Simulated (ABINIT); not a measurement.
Runs of ABINIT 10.8.3 (patched build) on B. Symmetry: P4/mmm, No. 123, tetragonal system. The conventional cell has a = 2.346 Å, b = 2.346 Å, c = 1.586 Å, α = 90.00°, β = 90.00°, γ = 90.00°. B (site symmetry 4/mmm) is surrounded by 2 B at 1.59 Å. The cell was built by a generator and needn't be a form met in nature.

```tsv
level	gap on the mesh (eV)	pressure (GPa)
PBEsol	none	-2.5
SCAN	none	(a)
WC	none	-2.5
PW91	none	-0.5
RPBE	none	2.4
AM05	none	(b)
LDA	none	-5.8
BLYP	none	3.4
```

Alike in all rows: task single point; potentials or basis JTH PAW PBE v2.0; no spin polarisation; cell as given; k mesh 11 × 11 × 16; cutoff (eV) 490; smearing fermi-dirac 0.05 eV.

Q: Fill in the values left out.

A: (a) -2.7; (b) -2.9.

Caveats: the PAW data sets were made with another functional, which shifts forces and pressure a little; the atomic spheres overlap.

A gap of «none» marks a metal or a gap under the smearing width.

Runs at the PBE level aren't shown here.
